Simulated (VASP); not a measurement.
# KBr (Fm-3m) in VASP: a series of runs

One crystal, KBr, is run at these levels: r2SCAN, LDA, PBE; tasks: electric field gradients.

Program: VASP 6.6.1. These are calculated values, not measurements. Logs are shortened: lines on timing, memory, paths and dates and some standing lists are left out, and cuts for length are marked.

## Step 1: The crystal as given

It takes space group Fm-3m (No. 225, cubic). Conventional cell: a = 6.585 Å, b = 6.585 Å, c = 6.585 Å, α = 90.00°, β = 90.00°, γ = 90.00°. K (site symmetry m-3m) is surrounded by 6 Br at 3.29 Å. Br (site symmetry m-3m) is surrounded by 6 K at 3.29 Å.

## Step 2: Electric field gradients, r2SCAN

POSCAR

```
KBr
1.0
    0.0000000000      3.2925000000      3.2925000000
    3.2925000000      0.0000000000      3.2925000000
    3.2925000000      3.2925000000      0.0000000000
K Br
1 1
Direct
    0.0000000000      0.0000000000      0.0000000000
    0.5000000000      0.5000000000      0.5000000000
```

INCAR.step1

```
ALGO = Normal ; EDIFF = 1E-4
ENCUT = 520 ; GGA = PE
ISMEAR = -1 ; LASPH = True
LCHARG = False ; LREAL = False
LWAVE = True ; NBANDS = 15
NELM = 100 ; PREC = Accurate
SIGMA = 0.01
```

INCAR.step2

```
ALGO = Normal ; EDIFF = 1E-8
ENCUT = 520 ; ISIF = 2
ISMEAR = -1 ; ISTART = 1
LASPH = True ; LCHARG = False
LEFG = True ; LMIXTAU = True
LREAL = False ; LWAVE = False
METAGGA = R2SCAN ; NBANDS = 15
NELM = 100 ; PREC = Accurate
SIGMA = 0.01
```

KPOINTS

```
k-points
0
Gamma
  7 7 7
```

Potentials or basis: VASP PAW PBE potentials, release 64 (K_sv, Br).

The run is started by

```console
$ cat potpaw_PBE.64/K_sv/POTCAR potpaw_PBE.64/Br/POTCAR > POTCAR
$ cp INCAR.step1 INCAR
$ mpirun -np 1 vasp_std > vasp.out
$ cp INCAR.step2 INCAR
$ mpirun -np 1 vasp_std > vasp.out
```

OUTCAR:

```text
EDIFF = 1E-8
   ENCUT = 520
   ISIF = 2
   ISMEAR = -1
   ISTART = 1
   LASPH = True
   LREAL = False
   METAGGA = R2SCAN
   NELM = 100
   PREC = Accurate

 ion  position               nearest neighbor table
   1  0.000  0.000  0.000-   2 3.29   2 3.29   2 3.29   2 3.29   2 3.29   2 3.29
   2  0.500  0.500  0.500-   1 3.29   1 3.29   1 3.29   1 3.29   1 3.29   1 3.29

  LATTYP: Found a face centered cubic cell.
 ALAT       =     6.5850000000

  Lattice vectors:

 A1 = (   0.0000000000,   3.2925000000,   3.2925000000)
 A2 = (   3.2925000000,   0.0000000000,   3.2925000000)
 A3 = (   3.2925000000,   3.2925000000,   0.0000000000)

Analysis of symmetry for initial positions (statically):
=====================================================================
 Subroutine PRICEL returns:
 Original cell was already a primitive cell.

 Routine SETGRP: Setting up the symmetry group for a
 face centered cubic supercell.

 Subroutine GETGRP returns: Found 48 space group operations
 (whereof 48 operations were pure point group operations)
 out of a pool of 48 trial point group operations.

The static configuration has the point symmetry O_h .

Analysis of symmetry for dynamics (positions and initial velocities):
=====================================================================
 Subroutine PRICEL returns:
 Original cell was already a primitive cell.

 Routine SETGRP: Setting up the symmetry group for a
 face centered cubic supercell.

 Subroutine GETGRP returns: Found 48 space group operations
 (whereof 48 operations were pure point group operations)
 out of a pool of 48 trial point group operations.

The dynamic configuration has the point symmetry O_h .

 Subroutine INISYM returns: Found 48 space group operations
 (whereof 48 operations are pure point group operations),
 and found     1 'primitive' translations

----------------------------------------------------------------------------------------

                                     Primitive cell

  volume of cell :      71.3851

  direct lattice vectors                    reciprocal lattice vectors
     0.000000000  3.292500000  3.292500000    -0.151860289  0.151860289  0.151860289
     3.292500000  0.000000000  3.292500000     0.151860289 -0.151860289  0.151860289
     3.292500000  3.292500000  0.000000000     0.151860289  0.151860289 -0.151860289

  length of vectors
     4.656298154  4.656298154  4.656298154     0.263029735  0.263029735  0.263029735

  position of ions in fractional coordinates (direct lattice)
     0.000000000  0.000000000  0.000000000
     0.500000000  0.500000000  0.500000000

  ion indices of the primitive-cell ions
   primitive index   ion index
                 1           1
                 2           2

----------------------------------------------------------------------------------------

 KPOINTS: k-points

Automatic generation of k-mesh.
 Grid dimensions read from file:
 generate k-points for:    7    7    7

 Generating k-lattice:

  Cartesian coordinates                     Fractional coordinates (reciprocal lattice)
    -0.021694327  0.021694327  0.021694327     0.142857143  0.000000000  0.000000000
     0.021694327 -0.021694327  0.021694327     0.000000000  0.142857143  0.000000000
     0.021694327  0.021694327 -0.021694327     0.000000000  0.000000000  0.142857143

  Length of vectors
     0.037575676  0.037575676  0.037575676

  Shift w.r.t. Gamma in fractional coordinates (k-lattice)
     0.000000000  0.000000000  0.000000000

 Subroutine IBZKPT returns following result:
 ===========================================

 Found     20 irreducible k-points:

 Following reciprocal coordinates:
            Coordinates               Weight
  0.000000  0.000000  0.000000      1.000000
  0.142857  0.000000  0.000000      8.000000
  0.285714  0.000000  0.000000      8.000000
  0.428571  0.000000  0.000000      8.000000
  0.142857  0.142857  0.000000      6.000000
  0.285714  0.142857  0.000000     24.000000
[... 12 lines left out ...]
 -0.428571  0.428571  0.142857     24.000000
 -0.285714  0.428571  0.142857     24.000000
   k-points           NKPTS =     20   k-points in BZ     NKDIM =     20   number of bands    NBANDS=     15
   number of dos      NEDOS =    301   number of ions     NIONS =      2
   total plane-waves  NPLWV =  46656
   dimension x,y,z NGX =    36 NGY =   36 NGZ =   36
   dimension x,y,z NGXF=    72 NGYF=   72 NGZF=   72
   ions per type =               1   1
   NGX,Y,Z   is equivalent  to a cutoff of  12.85, 12.85, 12.85 a.u.
   NGXF,Y,Z  is equivalent  to a cutoff of  25.71, 25.71, 25.71 a.u.
 SYSTEM =  unknown system
   PREC   = accura    normal or accurate (medium, high low for compatibility)
   ISTART =      1    job   : 0-new  1-cont  2-samecut
   ICHARG =      0    charge: 1-file 2-atom 10-const
   ISPIN  =      1    spin polarized calculation?
   LNONCOLLINEAR =      F non collinear calculations
   LSORBIT =      F    spin-orbit coupling
   LASPH  =      T    aspherical Exc in radial PAW
   ENCUT  =  520.0 eV  38.22 Ry    6.18 a.u.   8.66  8.66  8.66*2*pi/ulx,y,z
   NELM   =    100;   NELMIN=  2; NELMDL=  0     # of ELM steps
   EDIFF  = 0.1E-07   stopping-criterion for ELM
   LREAL  =      F    real-space projection
   EDIFFG = 0.1E-06   stopping-criterion for IOM
   NSW    =      0    number of steps for IOM
   IBRION =     -1    ionic relax: 0-MD 1-quasi-New 2-CG
   NFREE  =      0    steps in history (QN), initial steepest desc. (CG)
   ISIF   =      2    stress and relaxation
   ISYM   =      2    0-nonsym 1-usesym 2-fastsym
   POTIM  = 0.5000    time-step for ionic-motion
   TEBEG  =    0.0;   TEEND  =   0.0 temperature during run
   PSTRESS=    0.0 pullay stress
   NELECT =      16.0000    total number of electrons
   NUPDOWN=      -1.0000    fix difference up-down
   EMIN   =  10.00;   EMAX   =-10.00  energy-range for DOS
   EFERMI =   0.00;   METHOD = LEGACY
   ISMEAR =    -1;   SIGMA  =   0.01  broadening in eV -4-tet -1-fermi 0-gaus
   EFERMI_NEDOS =   21; number of points for ismear=-14 and -15
   IALGO  =     38    algorithm
   IMIX   =      4    mixing-type and parameters
     AMIX     =   0.40;   BMIX     =  1.00
     AMIX_MAG =   1.60;   BMIX_MAG =  1.00
  volume/ion in A,a.u.               =      35.69       240.87
  Fermi-wavevector in a.u.,A,eV,Ry     =   0.994441  1.879221 13.454978  0.988913
  Thomas-Fermi vector in A             =   2.126392
   LORBIT       =      0    0 simple, 1 ext, 2 COOP (PROOUT), +10 PAW based schemes
   METAGGA = R2SCAN    functional components
   LHFCALC =     F    Hartree Fock is set to
   AEXX    =    0.0000 exact exchange contribution
   IVDW    =     0    specifies the selected vdW correction
   LEPSILON=     F    determine dielectric tensor
   LRPA    =     F    only Hartree local field effects (RPA)
 non-spin polarized calculation
  energy-cutoff  :      520.00
  volume of cell :       71.39
 maximum number of plane-waves:      1940
   NGX = 17   NGY = 17   NGZ = 17

 number of electron      15.9999998 magnetization

 Free energy of the ion-electron system (eV)
  ---------------------------------------------------
  ext. energy  EPLUGINS =         0.00000000
  ---------------------------------------------------
  free energy    TOTEN  =       -23.24814845 eV

  energy without entropy =      -23.24814845  energy(sigma->0) =      -23.24814845

 E-fermi :  -1.9078     XC(G=0):  -7.7785

 val. band max:       -2.1216767608   @ k =   0.0000   0.0000   0.0000
 cond. band min:       2.9772622077   @ k =   0.0000   0.0000   0.0000
 fundamental gap:      5.0989389684
 Fermi energy:        -1.9077951963

 k-point     1 :       0.0000    0.0000    0.0000
  band No.  band energies     occupation
      1     -30.9898      2.00000
      2     -14.8584      2.00000
      3     -13.6964      2.00000
      4     -13.6964      2.00000
      5     -13.6964      2.00000
      6      -2.1217      2.00000
      7      -2.1217      2.00000
      8      -2.1217      2.00000
      9       2.9773      0.00000
     10       6.1149      0.00000
     11       6.1149      0.00000
     12       6.1149      0.00000
     13       7.1000      0.00000
     14       7.1000      0.00000
[... 329 lines left out ...]
      2     -14.8638      2.00000
      3     -13.7633      2.00000
      4     -13.7393      2.00000
      5     -13.5951      2.00000
      6      -2.7991      2.00000
      7      -2.7592      2.00000
      8      -2.5435      2.00000
      9       5.4772      0.00000
     10       6.2389      0.00000
     11       7.1070      0.00000
     12       7.7908      0.00000
     13       9.1606      0.00000
     14       9.2460      0.00000
     15      10.1067      0.00000

------------------------ aborting loop because EDIFF is reached ----------------------------------------

  FORCE on cell =-STRESS in cart. coord.  units (eV):
  Direction    XX          YY          ZZ          XY          YZ          ZX
  --------------------------------------------------------------------------------------
  -------------------------------------------------------------------------------------
  Total        0.0786401      0.0786401      0.0786401      0.0000000      0.0000000     -0.0000000
  in kB        1.7650103      1.7650103      1.7650103      0.0000000      0.0000000     -0.0000000
  external PRESSURE =       1.7650103 kB  Pullay stress =       0.0000000 kB

 VOLUME and BASIS-vectors are now :
 -----------------------------------------------------------------------------
  energy-cutoff  :      520.00
  volume of cell :       71.39
      direct lattice vectors                 reciprocal lattice vectors
     0.000000000  3.292500000  3.292500000    -0.151860289  0.151860289  0.151860289
     3.292500000  0.000000000  3.292500000     0.151860289 -0.151860289  0.151860289
     3.292500000  3.292500000  0.000000000     0.151860289  0.151860289 -0.151860289

 POSITION                                       TOTAL-FORCE (eV/Angst)
 -----------------------------------------------------------------------------------
      0.00000      0.00000      0.00000        -0.000000      0.000000     -0.000000
      3.29250      3.29250      3.29250         0.000000     -0.000000      0.000000
 -----------------------------------------------------------------------------------
    total drift:                                0.000000      0.000000      0.000000

  FREE ENERGIE OF THE ION-ELECTRON SYSTEM (eV)
  ---------------------------------------------------
  free  energy   TOTEN  =       -23.2481484519 eV

  energy  without entropy=      -23.2481484519  energy(sigma->0) =      -23.24814845

 Electric field gradients (V/A^2)
---------------------------------------------------------------------
 ion       V_xx      V_yy      V_zz      V_xy      V_xz      V_yz
---------------------------------------------------------------------
   1       0.000    -0.000    -0.000     0.000     0.000     0.000
   2      -0.000    -0.000    -0.000     0.001     0.001     0.001
---------------------------------------------------------------------

 Electric field gradients after diagonalization (V/A^2)
 (convention: |V_zz| > |V_xx| > |V_yy|)
----------------------------------------------------------------------
 ion       V_xx      V_yy      V_zz     asymmetry (V_yy - V_xx)/ V_zz
----------------------------------------------------------------------
   1      -0.000    -0.000     0.000       0.000
   2      -0.001    -0.001     0.001       0.000
----------------------------------------------------------------------

           NMR quadrupolar parameters

 Cq : quadrupolar parameter    Cq=e*Q*V_zz/h
 eta: asymmetry parameters     (V_yy - V_xx)/ V_zz
 Q  : nuclear electric quadrupole moment in mb (millibarn)
----------------------------------------------------------------------
 ion       Cq(MHz)       eta       Q (mb)
----------------------------------------------------------------------
   1       0.000       0.000       1.000
   2       0.000       0.000       1.000
----------------------------------------------------------------------
```

It took 76 s on 1 thread of Intel Xeon Platinum 8375C at 2.90GHz (Ice Lake), shared host; peak memory 0.21 GiB.

Results:

| Property | Result |
| --- | --- |
| Free energy | -23.2481 eV |
| Pressure | 0.2 GPa |
| Band gap on the k mesh | 5.10 eV, direct |

Levels at points of the mesh, in eV from the valence-band top:
```
           k point  band 6  band 7  band 8  band 9  band 10  band 11
(0.00, 0.00, 0.00)    0.00    0.00    0.00    5.10     8.24     8.24
```

Electric field gradients, principal values (V/Å²):
| atom | Vxx | Vyy | Vzz |
| --- | --- | --- | --- |
| 1 K | 0.000 | 0.000 | 0.000 |
| 2 Br | -0.001 | -0.001 | 0.001 |

Caveat: the PAW data sets were made with another functional, which shifts forces and pressure a little; an odd mesh through Γ misses points on the zone boundary, where band edges often lie.

(Continued in part 2 of 2.)
